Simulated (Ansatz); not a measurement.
The geometry is COD entry 1533087, unchecked; take it as a test cell. The listed cell was then made from it by scaling, straining or moving an atom.

An input for CoO: DFT, PBEsol, PAW with Ansatz's default frozen-core files, scalar-relativistic (Ansatz 0.2.0). The PAW files were made with PBE; their cores are remade for this functional.

Command: `ansatz run input.yaml --threads 1 --pin off --max-ram 3072MiB --backend cpu --events-out ev --progress --plain --runs-dir out` The run took 27 s on 1 thread of Intel(R) Xeon(R) Platinum 8488C (Sapphire Rapids), on a shared host, peak memory 0.58 GiB.

```yaml
crystal:
  lattice:
    - [0.0, 2.17413, 2.1315]
    - [2.17413, 0.0, 2.1315]
    - [2.17413, 2.17413, 0.0]
  atoms:
    - { symbol: Co, position: [0.0, 0.0, 0.0], spin: 2.0 }
    - { symbol: O, position: [0.5, 0.5, 0.5] }
magnetization:
  spin_polarized: true
kpoints:
  mp_grid: { grid: [16, 16, 16] }
scf:
  occupations: { method: fermi_dirac, width: 0.05 }
hamiltonian:
  xc: pbesol
  pseudopotentials: { kind: paw }
output:
  forces: true
  stress: true
  eigenvalues: true
  efg: { contact_densities: true }
```

Set-up and iterations as logged by Ansatz (the results part is left out, to be predicted):

```
Engine: ansatz 0.2.0
Pseudopotentials: kind: paw
Pseudopotential: Co, paw, valence charge 17, recommended cutoff 420 eV (normal)
Pseudopotential: O, paw, valence charge 6, recommended cutoff 420 eV (normal)
Functional definition: PBEsol
  exchange = pbesol_x
  correlation = pbesol_c
Crystal: 2 atoms, lattice volume = 20.151 Å³
Basis set: ecut = 420 eV, 395 PW (Γ), exchange–correlation on 48×48×48 points (8 copies of the dense FFT grid, shifted against one another)
Bands: 17, of which v1, the nominal top of the filled ones, is band 12 counted from 1 (11 counted from 0)
Symmetry: 16 space group operations
Space group: I4/mmm (ITA 139), of the structure as read, at distance tolerance 2.7e-5 Å
Magnetic group: BNS 139.531 (UNI 1191), of the structure as read, at distance tolerance 2.7e-5 Å
k-points: 349 of 4096
Non-local potential: Co, projectors of the file, l = 0: 3, l = 1: 2, l = 2: 3, l = 3: 1
Non-local potential: O, projectors of the file, l = 0: 2, l = 1: 2, l = 2: 1
PAW form: soft (Blöchl's): semilocal exchange-correlation on the pseudo side does not see the compensation charge
PAW frozen core: Co, regenerated for the run's functional, and the local potential with it (the file was generated under x = pbe(κ = 0.804, μ = 0.2195149727645171), c = pbe(β = 0.06672455060314922))
PAW frozen core: O, regenerated for the run's functional, and the local potential with it (the file was generated under x = pbe(κ = 0.804, μ = 0.2195149727645171), c = pbe(β = 0.06672455060314922))
PAW one-centre angular grid: Co, 590 points (default); XC on 64 Gauss nodes
PAW one-centre angular grid: O, 110 points (default); XC on 64 Gauss nodes
Initial density: superposition of atomic densities (chi_scale 0.1, normalization cell, long waves kept (reshape's long-wave potential 0.00 eV rms))
Starting moments: Σ|m| = 2 μB on 1 of 2 sites
Initial wavefunctions: pseudopotential atomic-orbital guess
Functional: x = pbesol(κ = 0.804, μ = 0.12345679012345678), c = pbesol(β = 0.046)
SCF iter   1: F=—  HF=-5651.358367 eV  |F-HF|=—  |Δ(HF+E_count)|=         —  Δρ=1.13e-1 (↑1.09e-1 ↓1.13e-1)  dr2=7.49e0  dr2_m=7.75e-2  β_m=0.30  ethr=3.10e-3  ⟨swp⟩=5.7  Hψ=51965  notcnv=0
Mixer restart at iter 1: flushing history
SCF iter   2: F=—  HF=-5652.010772 eV  |F-HF|=—  |Δ(HF+E_count)|=   6.52e-1  Δρ=8.71e-2 (↑8.71e-2 ↓7.28e-2)  dr2=4.58e-1  dr2_m=1.04e0  β_m=0.34  ethr=3.10e-3  ⟨swp⟩=3.0  Hψ=30405  notcnv=0  defer=159
SCF iter   3: F=—  HF=-5652.240601 eV  |F-HF|=—  |Δ(HF+E_count)|=   2.30e-1  Δρ=9.13e-2 (↑6.73e-2 ↓9.13e-2)  dr2=1.72e-1  dr2_m=1.08e0  β_m=0.26  ethr=1.99e-3  ⟨swp⟩=2.0  Hψ=20569  notcnv=0  defer=181
SCF iter   4: F=—  HF=-5651.959798 eV  |F-HF|=—  |Δ(HF+E_count)|=         —  Δρ=3.65e-2 (↑3.59e-2 ↓3.65e-2)  dr2=2.66e-1  dr2_m=1.66e-1  β_m=0.67  ethr=7.47e-4  ⟨swp⟩=2.2  Hψ=22775  notcnv=0  defer=205
Mixer restart at iter 4: flushing history
SCF iter   5: F=—  HF=-5652.133379 eV  |F-HF|=—  |Δ(HF+E_count)|=   1.74e-1  Δρ=5.61e-2 (↑2.83e-2 ↓5.61e-2)  dr2=5.58e-1  dr2_m=1.78e-1  β_m=0.61  ethr=7.47e-4  ⟨swp⟩=3.1  Hψ=27343  notcnv=0  defer=209
SCF iter   6: F=—  HF=-5652.172659 eV  |F-HF|=—  |Δ(HF+E_count)|=   3.93e-2  Δρ=2.57e-2 (↑2.57e-2 ↓1.11e-2)  dr2=6.53e-2  dr2_m=4.74e-2  β_m=0.66  ethr=7.47e-4  ⟨swp⟩=3.2  Hψ=29449  notcnv=0  defer=228
SCF iter   7: F=—  HF=-5652.222658 eV  |F-HF|=—  |Δ(HF+E_count)|=   5.00e-2  Δρ=1.44e-2 (↑1.32e-2 ↓1.44e-2)  dr2=7.29e-2  dr2_m=6.23e-4  β_m=0.53  ethr=2.84e-4  ⟨swp⟩=2.3  Hψ=29452  notcnv=0  defer=245
SCF iter   8: F=—  HF=-5652.188662 eV  |F-HF|=—  |Δ(HF+E_count)|=   3.40e-2  Δρ=3.81e-3 (↑3.81e-3 ↓1.90e-3)  dr2=1.19e-3  dr2_m=1.16e-3  β_m=0.61  ethr=2.84e-4  ⟨swp⟩=2.4  Hψ=20982  notcnv=0  defer=245
SCF iter   9: F=—  HF=-5652.189303 eV  |F-HF|=—  |Δ(HF+E_count)|=   6.41e-4  Δρ=1.02e-3 (↑7.45e-4 ↓1.02e-3)  dr2=5.41e-5  dr2_m=1.32e-4  β_m=0.74  ethr=5.19e-6  ⟨swp⟩=2.0  Hψ=21532  notcnv=0  defer=245
SCF iter  10: F=—  HF=-5652.189362 eV  |F-HF|=—  |Δ(HF+E_count)|=   5.93e-5  Δρ=2.90e-4 (↑1.04e-4 ↓2.90e-4)  dr2=7.65e-6  dr2_m=4.00e-6  β_m=0.87  ethr=2.35e-7  ⟨swp⟩=2.0  Hψ=16961  notcnv=0  defer=245
SCF iter  11: F=—  HF=-5652.189372 eV  |F-HF|=—  |Δ(HF+E_count)|=   9.89e-6  Δρ=1.38e-4 (↑1.32e-4 ↓1.38e-4)  dr2=8.09e-7  dr2_m=2.98e-6  β_m=0.94  ethr=3.33e-8  ⟨swp⟩=2.1  Hψ=19725  notcnv=0  defer=245
SCF iter  12: F=—  HF=-5652.189373 eV  |F-HF|=—  |Δ(HF+E_count)|=   5.76e-7  Δρ=7.38e-5 (↑6.05e-5 ↓7.38e-5)  dr2=1.25e-7  dr2_m=7.36e-7  β_m=0.97  ethr=3.52e-9  ⟨swp⟩=2.1  Hψ=17068  notcnv=0  defer=245
SCF iter  13: F=—  HF=-5652.189373 eV  |F-HF|=—  |Δ(HF+E_count)|=   9.49e-8  Δρ=1.16e-5 (↑8.18e-6 ↓1.16e-5)  dr2=4.71e-9  dr2_m=1.57e-8  β_m=0.94  ethr=5.41e-10  ⟨swp⟩=2.0  Hψ=19882  notcnv=0  defer=245
SCF iter  14: F=-5652.189373 eV  HF=-5652.189373 eV  |F-HF|=2.05e-10  |Δ(HF+E_count)|=   1.09e-9  Δρ=4.40e-6 (↑8.72e-7 ↓4.40e-6)  dr2=8.74e-10  dr2_m=9.38e-10  ethr=2.05e-11  ⟨swp⟩=2.4  Hψ=39619  notcnv=0
```

Semilocal functionals without U often leave such compounds metallic or with too small a gap, and the real magnetic order may differ.

Task: What pressure will this run report?

Result: -16.36 GPa (positive in compression).

Task: What moment will the cell end with?

Result: 2.99 μB.
